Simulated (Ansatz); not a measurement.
System: zinc-blende AlSb. Method: BLYP (PAW; Ansatz, a first-principles code).

The run printed, among other lines:

```
Crystal: 2 atoms, lattice volume = 61.761 Å³
Basis set: ecut = 520 eV, 1687 PW (Γ), exchange–correlation on 72×72×72 points (8 copies of the dense FFT grid, shifted against one another)
Bands: 13, of which v1, the nominal top of the filled ones, is band 9 counted from 1 (8 counted from 0)
Symmetry: 24 space group operations
Space group: F-43m (ITA 216), of the structure as read, at distance tolerance 4.0e-5 Å
k-points: 47 of 1000 (time reversal used)
Functional: x = b88, c = lyp
SCF iter   1: F=—  HF=-7042.578214 eV  |F-HF|=—  |Δ(HF+E_count)|=         —  Δρ=3.86e-3  dr2=7.25e-3
SCF iter   2: F=—  HF=-7042.574905 eV  |F-HF|=—  |Δ(HF+E_count)|=   3.31e-3  Δρ=1.95e-3  dr2=1.25e-3
  ...
SCF iter   7: F=—  HF=-7042.574605 eV  |F-HF|=—  |Δ(HF+E_count)|=   1.18e-9  Δρ=1.18e-6  dr2=5.11e-10
SCF iter   8: F=-7042.574605 eV  HF=-7042.574605 eV  |F-HF|=2.73e-11  |Δ(HF+E_count)|=  1.94e-10  Δρ=2.47e-7  dr2=2.91e-11
SCF 1 converged in 8 iterations: F = -7042.574605 eV  dr2 = 2.91e-11
SCF converged after 8 iterations
Free energy (F): -7042.574605 eV
Internal energy: -7042.574605 eV  (E = F + TS)
E sigma→0 (E₀):  -7042.574605 eV
Fermi energy:    6.439245 eV
--- Forces (eV/Å), atoms counted from 1 ---
  atom   1  Al     0.00000000    -0.00000000     0.00000000
  atom   2  Sb    -0.00000000     0.00000000     0.00000000
--- Stress (GPa, compression-positive) ---
        0.884980      -0.000000      -0.000000
        0.000000       0.884980       0.000000
        0.000000       0.000000       0.884980
  P = ⅓ Tr σ = 0.8850 GPa (8.850 kbar)
```

### Question
Write an input file that produces this run.

### Answer
One answer among several that fit: 
Ansatz 0.2 input:
```yaml
crystal:
  lattice:
    - [0.0, 3.1373373003, 3.1373373003]
    - [3.1373373003, 0.0, 3.1373373003]
    - [3.1373373003, 3.1373373003, 0.0]
  atoms:
    - { symbol: Al, position: [0.0, 0.0, 0.0] }
    - { symbol: Sb, position: [0.25, 0.25, 0.25] }
basis:
  ecutwfc: 520
  ecutrho_ratio: 4
  xc_grid: 2
kpoints:
  mp_grid: { grid: [10, 10, 10] }
hamiltonian:
  xc: blyp
  dispersion: none
  pseudopotentials: { kind: paw }
scf:
  occupations: { method: fermi_dirac, width: 0.01 }
  convergence: { dr2_threshold: 0.0000000002 }
output:
  forces: true
  stress: true
  eigenvalues: true
```

The cell is one volume of an energy–volume scan, off the minimum.

The PAW data were made under PBE.
